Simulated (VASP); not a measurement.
# Mg (P6_3/mmc) in VASP: further runs

The runs below take Mg through single point, with PBE.

Program: VASP 6.6.1. These are calculated values, not measurements. Logs are shortened: lines on timing, memory, paths and dates and some standing lists are left out, and cuts for length are marked.

**1. The cell of the first run**

Symmetry: P6_3/mmc, No. 194, hexagonal system. The conventional cell has a = 3.210 Å, b = 3.210 Å, c = 5.138 Å, α = 90.00°, β = 90.00°, γ = 120.00°. Around Mg (site symmetry -6m2) lie 12 Mg at 3.17 to 3.21 Å.

**2. Single point, PBE (bulk in the cell of the (0 0 1) plane)**

Contents of INCAR:

```
PREC     = Accurate       # precision mode
ENCUT    = 520            # plane-wave cutoff, eV
EDIFF    = 1E-6           # SCF threshold, eV
ISMEAR   = 0              # smearing method
SIGMA    = 0.1            # smearing width, eV
LREAL    = False          # projectors in reciprocal space
LASPH    = True           # aspherical terms in the spheres
NELM     = 100            # most SCF steps
ALGO     = Fast           # electronic algorithm
ISIF     = 2              # what is computed and relaxed
LWAVE    = False          # write WAVECAR
LCHARG   = False          # write CHGCAR
GGA      = PE             # functional
NBANDS   = 9              # bands
```

Contents of KPOINTS:

```
Automatic mesh
0
Gamma
  12 12 7
```

Contents of POSCAR:

```
Mg
1.0
    3.2100636643      0.0000000000      0.0000000000
   -1.6050318322      2.7799966811      0.0000000000
    0.0000000000      0.0000000000      5.1379319418
Mg
2
Direct
    0.3333333333      0.6666666667      0.2500000000
    0.6666666667      0.3333333333      0.7500000000
```

Potentials or basis: VASP PAW PBE potentials, release 64 (Mg).

Launch:

```
$ cat potpaw_PBE.64/Mg/POTCAR > POTCAR
$ mpirun -np 1 vasp_std > vasp.out
```

OUTCAR:

```text
PREC = Accurate
   ENCUT = 520
   EDIFF = 1E-6
   ISMEAR = 0
   LREAL = False
   LASPH = True
   NELM = 100
   ISIF = 2
   GGA = PE

 ion  position               nearest neighbor table
   1  0.333  0.667  0.250-   2 3.17   2 3.17   2 3.17   2 3.17   2 3.17   2 3.17
   2  0.667  0.333  0.750-   1 3.17   1 3.17   1 3.17   1 3.17   1 3.17   1 3.17

  LATTYP: Found a hexagonal cell.
 ALAT       =     3.2100636643
 C/A-ratio  =     1.6005701067

  Lattice vectors:

 A1 = (   3.2100636643,   0.0000000000,   0.0000000000)
 A2 = (  -1.6050318322,   2.7799966811,   0.0000000000)
 A3 = (   0.0000000000,   0.0000000000,   5.1379319418)

Analysis of symmetry for initial positions (statically):
=====================================================================
 Subroutine PRICEL returns:
 Original cell was already a primitive cell.

 Routine SETGRP: Setting up the symmetry group for a
 hexagonal supercell.

 Subroutine GETGRP returns: Found 24 space group operations
 (whereof 12 operations were pure point group operations)
 out of a pool of 24 trial point group operations.

The static configuration has the point symmetry D_3d.
 The point group associated with its full space group is D_6h.

Analysis of symmetry for dynamics (positions and initial velocities):
=====================================================================
 Subroutine PRICEL returns:
 Original cell was already a primitive cell.

 Routine SETGRP: Setting up the symmetry group for a
 hexagonal supercell.

 Subroutine GETGRP returns: Found 24 space group operations
 (whereof 12 operations were pure point group operations)
 out of a pool of 24 trial point group operations.

The dynamic configuration has the point symmetry D_3d.
 The point group associated with its full space group is D_6h.

 Subroutine INISYM returns: Found 24 space group operations
 (whereof 12 operations are pure point group operations),
 and found     1 'primitive' translations

----------------------------------------------------------------------------------------

                                     Primitive cell

  volume of cell :      45.8507

  direct lattice vectors                    reciprocal lattice vectors
     3.210063664  0.000000000  0.000000000     0.311520301  0.179856330  0.000000000
    -1.605031832  2.779996681  0.000000000     0.000000000  0.359712660  0.000000000
     0.000000000  0.000000000  5.137931942     0.000000000  0.000000000  0.194630838

  length of vectors
     3.210063664  3.210063664  5.137931942     0.359712660  0.359712660  0.194630838

  position of ions in fractional coordinates (direct lattice)
     0.333333333  0.666666667  0.250000000
     0.666666667  0.333333333  0.750000000

  ion indices of the primitive-cell ions
   primitive index   ion index
                 1           1
                 2           2

----------------------------------------------------------------------------------------

 KPOINTS: Automatic mesh

Automatic generation of k-mesh.
 Grid dimensions read from file:
 generate k-points for:   12   12    7

 Generating k-lattice:

  Cartesian coordinates                     Fractional coordinates (reciprocal lattice)
     0.025960025  0.014988027  0.000000000     0.083333333  0.000000000  0.000000000
     0.000000000  0.029976055  0.000000000     0.000000000  0.083333333  0.000000000
     0.000000000  0.000000000  0.027804405     0.000000000  0.000000000  0.142857143

  Length of vectors
     0.029976055  0.029976055  0.027804405

  Shift w.r.t. Gamma in fractional coordinates (k-lattice)
     0.000000000  0.000000000  0.000000000

 Subroutine IBZKPT returns following result:
 ===========================================

 Found     76 irreducible k-points:

 Following reciprocal coordinates:
            Coordinates               Weight
  0.000000  0.000000  0.000000      1.000000
  0.083333  0.000000  0.000000      6.000000
  0.166667  0.000000  0.000000      6.000000
  0.250000  0.000000  0.000000      6.000000
  0.333333  0.000000  0.000000      6.000000
  0.416667 -0.000000  0.000000      6.000000
[... 16 lines left out ...]
  0.250000  0.000000  0.142857     12.000000
  0.333333  0.000000  0.142857     12.000000
 [... further k-points ...]
   k-points           NKPTS =     76   k-points in BZ     NKDIM =     76   number of bands    NBANDS=      9
   number of dos      NEDOS =    301   number of ions     NIONS =      2
   total plane-waves  NPLWV =  23040
   dimension x,y,z NGX =    24 NGY =   24 NGZ =   40
   dimension x,y,z NGXF=    48 NGYF=   48 NGZF=   80
   ions per type =               2
   NGX,Y,Z   is equivalent  to a cutoff of  12.43, 12.43, 12.94 a.u.
   NGXF,Y,Z  is equivalent  to a cutoff of  24.86, 24.86, 25.89 a.u.
 SYSTEM =  unknown system
   PREC   = accura    normal or accurate (medium, high low for compatibility)
   ISTART =      0    job   : 0-new  1-cont  2-samecut
   ICHARG =      2    charge: 1-file 2-atom 10-const
   ISPIN  =      1    spin polarized calculation?
   LNONCOLLINEAR =      F non collinear calculations
   LSORBIT =      F    spin-orbit coupling
   LASPH  =      T    aspherical Exc in radial PAW
   ENCUT  =  520.0 eV  38.22 Ry    6.18 a.u.   5.97  5.97  9.55*2*pi/ulx,y,z
   NELM   =    100;   NELMIN=  2; NELMDL= -5     # of ELM steps
   EDIFF  = 0.1E-05   stopping-criterion for ELM
   LREAL  =      F    real-space projection
   EDIFFG = 0.1E-04   stopping-criterion for IOM
   NSW    =      0    number of steps for IOM
   IBRION =     -1    ionic relax: 0-MD 1-quasi-New 2-CG
   NFREE  =      0    steps in history (QN), initial steepest desc. (CG)
   ISIF   =      2    stress and relaxation
   ISYM   =      2    0-nonsym 1-usesym 2-fastsym
   POTIM  = 0.5000    time-step for ionic-motion
   TEBEG  =    0.0;   TEEND  =   0.0 temperature during run
   PSTRESS=    0.0 pullay stress
   NELECT =       4.0000    total number of electrons
   NUPDOWN=      -1.0000    fix difference up-down
   EMIN   =  10.00;   EMAX   =-10.00  energy-range for DOS
   EFERMI =   0.00;   METHOD = LEGACY
   ISMEAR =     0;   SIGMA  =   0.10  broadening in eV -4-tet -1-fermi 0-gaus
   EFERMI_NEDOS =   21; number of points for ismear=-14 and -15
   IALGO  =     68    algorithm
   IMIX   =      4    mixing-type and parameters
     AMIX     =   0.40;   BMIX     =  1.00
     AMIX_MAG =   1.60;   BMIX_MAG =  1.00
  volume/ion in A,a.u.               =      22.93       154.71
  Fermi-wavevector in a.u.,A,eV,Ry     =   0.726072  1.372076  7.172717  0.527180
  Thomas-Fermi vector in A             =   1.816953
   LORBIT       =      0    0 simple, 1 ext, 2 COOP (PROOUT), +10 PAW based schemes
   GGA     = PE    functional components
   LHFCALC =     F    Hartree Fock is set to
   AEXX    =    0.0000 exact exchange contribution
   IVDW    =     0    specifies the selected vdW correction
   LEPSILON=     F    determine dielectric tensor
   LRPA    =     F    only Hartree local field effects (RPA)
 non-spin polarized calculation
 RMM-DIIS sequential band-by-band and
 Gauss-broadening in eV      SIGMA  =   0.10
  energy-cutoff  :      520.00
  volume of cell :       45.85
 maximum number of plane-waves:      1254
 NGX is ok and might be reduce to    24
   NGX = 11   NGY = 11   NGZ = 19

 number of electron       4.0000000 magnetization

 Free energy of the ion-electron system (eV)
  ---------------------------------------------------
  ext. energy  EPLUGINS =         0.00000000
  ---------------------------------------------------
  free energy    TOTEN  =        -3.01619262 eV

  energy without entropy =       -3.01271338  energy(sigma->0) =       -3.01445300

 E-fermi :   2.5700     XC(G=0):  -8.4953

 val. band max:        2.5146183375   @ k =   0.1667   0.1667   0.0000
 cond. band min:       2.6385842983   @ k =   0.2500   0.0833   0.0000
 fundamental gap:      0.1239659607
 Fermi energy:         2.5700186195

 k-point     1 :       0.0000    0.0000    0.0000
  band No.  band energies     occupation
      1      -4.2970      2.00000
      2       1.0287      2.00000
      3       1.5323      2.00000
      4      13.4376      0.00000
      5      13.4376      0.00000
      6      13.5196      0.00000
      7      13.5196      0.00000
      8      14.5387      0.00000
      9      15.9231      0.00000

 k-point     2 :       0.0833    0.0000    0.0000
  band No.  band energies     occupation
      1      -4.1615      2.00000
      2       1.1524      2.00000
      3       1.6638      2.00000
      4      11.1751      0.00000
      5      12.2270      0.00000
      6      13.0661      0.00000
      7      14.9233      0.00000
      8      15.5070      0.00000
      9      15.8976      0.00000

 k-point     3 :       0.1667    0.0000    0.0000
  band No.  band energies     occupation
      1      -3.7560      2.00000
      2       1.5236      2.00000
      3       2.0528      2.00000
      4       8.6707      0.00000
      5      11.2018      0.00000
      6      11.8682      0.00000
      7      13.4486      0.00000
      8      14.4617      0.00000
      9      15.8716      0.00000

 k-point     4 :       0.2500    0.0000    0.0000
  band No.  band energies     occupation
      1      -3.0841      2.00000
      2       2.1428      2.00000
      3       2.6737      0.14242
      4       6.3588      0.00000
      5      10.4057      0.00000
      6      10.6065      0.00000
      7      11.1202      0.00000
      8      12.8320      0.00000
      9      14.9558      0.00000
[... 205 lines left out ...]
 k-point    22 :       0.1667    0.0000    0.1429
  band No.  band energies     occupation
      1      -3.6400      2.00000
      2       0.3247      2.00000
      3       3.4486      0.00000
      4       8.7726      0.00000
      5      11.2991      0.00000
      6      11.7128      0.00000
      7      12.7887      0.00000
      8      14.6548      0.00000
      9      14.7004      0.00000

 k-point    23 :       0.2500    0.0000    0.1429
  band No.  band energies     occupation
      1      -2.9689      2.00000
      2       0.9630      2.00000
      3       4.0310      0.00000
      4       6.4819      0.00000
      5       9.8507      0.00000
      6      10.5033      0.00000
      7      11.4223      0.00000
      8      13.4630      0.00000
      9      13.9330      0.00000

 k-point    24 :       0.3333    0.0000    0.1429
  band No.  band energies     occupation
      1      -2.0373      2.00000
      2       1.8340      2.00000
      3       4.0496      0.00000
      4       5.2178      0.00000
      5       7.8856      0.00000
      6       9.9359      0.00000
      7      10.2244      0.00000
      8      12.0264      0.00000
      9      13.3554      0.00000

 [... further k-points ...]
[... 5 lines left out ...]
  --------------------------------------------------------------------------------------
  -------------------------------------------------------------------------------------
  Total       -0.0216229     -0.0216229     -0.0643313      0.0000000      0.0000000      0.0000000
  in kB       -0.7555749     -0.7555749     -2.2479505      0.0000000      0.0000000      0.0000000
  external PRESSURE =      -1.2530335 kB  Pullay stress =       0.0000000 kB

 VOLUME and BASIS-vectors are now :
 -----------------------------------------------------------------------------
  energy-cutoff  :      520.00
  volume of cell :       45.85
      direct lattice vectors                 reciprocal lattice vectors
     3.210063664  0.000000000  0.000000000     0.311520301  0.179856330  0.000000000
    -1.605031832  2.779996681  0.000000000     0.000000000  0.359712660  0.000000000
     0.000000000  0.000000000  5.137931942     0.000000000  0.000000000  0.194630838

 POSITION                                       TOTAL-FORCE (eV/Angst)
 -----------------------------------------------------------------------------------
     -0.00000      1.85333      1.28448        -0.000000     -0.000000      0.000000
      1.60503      0.92667      3.85345         0.000000      0.000000      0.000000
 -----------------------------------------------------------------------------------
    total drift:                                0.000000     -0.000000      0.000000

  FREE ENERGIE OF THE ION-ELECTRON SYSTEM (eV)
  ---------------------------------------------------
  free  energy   TOTEN  =        -3.0161926175 eV

  energy  without entropy=       -3.0127133784  energy(sigma->0) =       -3.01445300
```

Run time: 15 s. Hardware: 1 thread of Intel Xeon Platinum 8259CL at 2.50GHz (Skylake/Cascade Lake), shared host; peak memory 0.17 GiB.

Results:

| Quantity | Value |
| --- | --- |
| Free energy | -3.0162 eV |
| Pressure | -0.1 GPa |
| Band gap on the k mesh | none (metal or under the smearing width) |

Stress tensor (GPa, compression positive):
```
-0.08  0.00  0.00
 0.00 -0.08  0.00
 0.00  0.00 -0.22
```

Levels at points of the mesh, in eV from the Fermi level:
```
           k point  band 1  band 2  band 3  band 4  band 5  band 6
(0.00, 0.00, 0.00)   -6.87   -1.54   -1.04   10.87   10.87   10.95
(0.50, 0.00, 0.00)   -2.11   -2.11    2.75    3.12    3.45    3.82
```

**3. Single point, PBE ((0 0 1) slab cut from the bulk)**

Contents of INCAR:

```
SYSTEM = Mg
PREC     = Accurate       ! precision mode
ENCUT    = 520            ! plane-wave cutoff, eV
EDIFF    = 1E-6           ! SCF threshold, eV
ISMEAR   = 0              ! smearing method
SIGMA    = 0.1            ! smearing width, eV
LREAL    = .False.        ! projectors in reciprocal space
LASPH    = .True.         ! aspherical terms in the spheres
NELM     = 100            ! most SCF steps
ALGO     = Fast           ! electronic algorithm
ISIF     = 2              ! what is computed and relaxed
LWAVE    = .False.        ! write WAVECAR
LCHARG   = .False.        ! write CHGCAR
LDIPOL   = .True.       
IDIPOL   = 3            
DIPOL    = 0.5 0.5 0.500
GGA      = PE             ! functional
NBANDS   = 10             ! bands
```

Contents of KPOINTS:

```
regular mesh
0
Gamma
  12 12 1
  0 0 0
```

Contents of POSCAR:

```
Mg
1.0
    3.2100636643      0.0000000000      0.0000000000
   -1.6050318322      2.7799966811      0.0000000000
    0.0000000000      0.0000000000     20.1379319418
Mg
3
Direct
    0.3333333333      0.6666666667      0.3724314901
    0.6666666667      0.3333333333      0.5000000000
    0.3333333333      0.6666666667      0.6275685099
```

Potentials or basis: VASP PAW PBE potentials, release 64 (Mg).

Launch:

```
$ cat potpaw_PBE.64/Mg/POTCAR > POTCAR
$ mpirun -np 1 vasp_std > vasp.out
```

OUTCAR:

```text
SYSTEM = Mg
   PREC = Accurate
   ENCUT = 520
   EDIFF = 1E-6
   ISMEAR = 0
   LREAL = .False.
   LASPH = .True.
   NELM = 100
   ISIF = 2
   GGA = PE

 ion  position               nearest neighbor table
   1  0.333  0.667  0.372-   2 3.17   2 3.17   2 3.17
   2  0.667  0.333  0.500-   1 3.17   3 3.17   1 3.17   3 3.17   1 3.17   3 3.17
   3  0.333  0.667  0.628-   2 3.17   2 3.17   2 3.17

  LATTYP: Found a hexagonal cell.
 ALAT       =     3.2100636643
 C/A-ratio  =     6.2733746267

  Lattice vectors:

 A1 = (   3.2100636643,   0.0000000000,   0.0000000000)
 A2 = (  -1.6050318322,   2.7799966811,   0.0000000000)
 A3 = (   0.0000000000,   0.0000000000,  20.1379319418)

Analysis of symmetry for initial positions (statically):
=====================================================================
 Subroutine PRICEL returns:
 Original cell was already a primitive cell.

 Routine SETGRP: Setting up the symmetry group for a
 hexagonal supercell.

 Subroutine GETGRP returns: Found 12 space group operations
 (whereof 12 operations were pure point group operations)
 out of a pool of 24 trial point group operations.
[... 179 lines left out ...]
      7       2.3962      0.00000
      8       4.0836      0.00000
      9       4.1268      0.00000
     10       7.0293      0.00000
[... 222 lines left out ...]
 k-point    19 :       0.3333    0.3333    0.0000
  band No.  band energies     occupation
      1      -1.4793      1.99929
      2      -1.4084      1.98293
      3      -1.2749      1.38024
      4      -0.5461      0.00000
      5      -0.2318      0.00000
      6       0.7062      0.00000
      7       1.6598      0.00000
      8       2.4121      0.00000
      9       2.4408      0.00000
     10       3.7674      0.00000

------------------------ aborting loop because EDIFF is reached ----------------------------------------

 vacuum level on the upper side and lower side of the slab       (xc-potential included)        -0.176        -0.176

  FORCE on cell =-STRESS in cart. coord.  units (eV):
  Direction    XX          YY          ZZ          XY          YZ          ZX
  --------------------------------------------------------------------------------------
  -------------------------------------------------------------------------------------
  Total       -0.9358698     -0.9358698      0.2365451      0.0000000      0.0000000      0.0000000
  in kB       -8.3435955     -8.3435955      2.1088794      0.0000000      0.0000000      0.0000000
  external PRESSURE =      -4.8594372 kB  Pullay stress =       0.0000000 kB

 VOLUME and BASIS-vectors are now :
 -----------------------------------------------------------------------------
  energy-cutoff  :      520.00
  volume of cell :      179.71
      direct lattice vectors                 reciprocal lattice vectors
     3.210063664  0.000000000  0.000000000     0.311520301  0.179856330  0.000000000
    -1.605031832  2.779996681  0.000000000     0.000000000  0.359712660  0.000000000
     0.000000000  0.000000000 20.137931942     0.000000000  0.000000000  0.049657532

 POSITION                                       TOTAL-FORCE (eV/Angst)
 -----------------------------------------------------------------------------------
     -0.00000      1.85333      7.50000        -0.000000      0.000000     -0.046432
      1.60503      0.92667     10.06897         0.000000      0.000000      0.000000
     -0.00000      1.85333     12.63793        -0.000000      0.000000      0.046432
 -----------------------------------------------------------------------------------
    total drift:                               -0.000000      0.000000     -0.000000

  FREE ENERGIE OF THE ION-ELECTRON SYSTEM (eV)
  ---------------------------------------------------
  free  energy   TOTEN  =        -3.8705540657 eV

  energy  without entropy=       -3.8630412261  energy(sigma->0) =       -3.86679765

 vacuum level on the upper side and lower side of the slab         2.390         2.390
```

stdout:

```text
POSCAR found type information on POSCAR Mg
 POSCAR found :  1 types and       3 ions
 scaLAPACK will be used
 LDA part: xc-table for (Slater+PW92), standard interpolation
 POSCAR, INCAR and KPOINTS ok, starting setup
 FFT: planning ... GRIDC
 FFT: planning ... GRID_SOFT
 FFT: planning ... GRID
 WAVECAR not read
 entering main loop
```

It took 44 s on 1 thread of Intel Xeon Platinum 8259CL at 2.50GHz (Skylake/Cascade Lake), shared host; peak memory 0.27 GiB.

What came out:

- Free energy: -3.8706 eV
- Largest force: 0.046 eV/Å
- Band gap on the k mesh: none (metal or under the smearing width)

Forces on the atoms (eV/Å):
```
Mg   0.000  0.000 -0.046
Mg   0.000  0.000  0.000
Mg   0.000  0.000  0.046
```
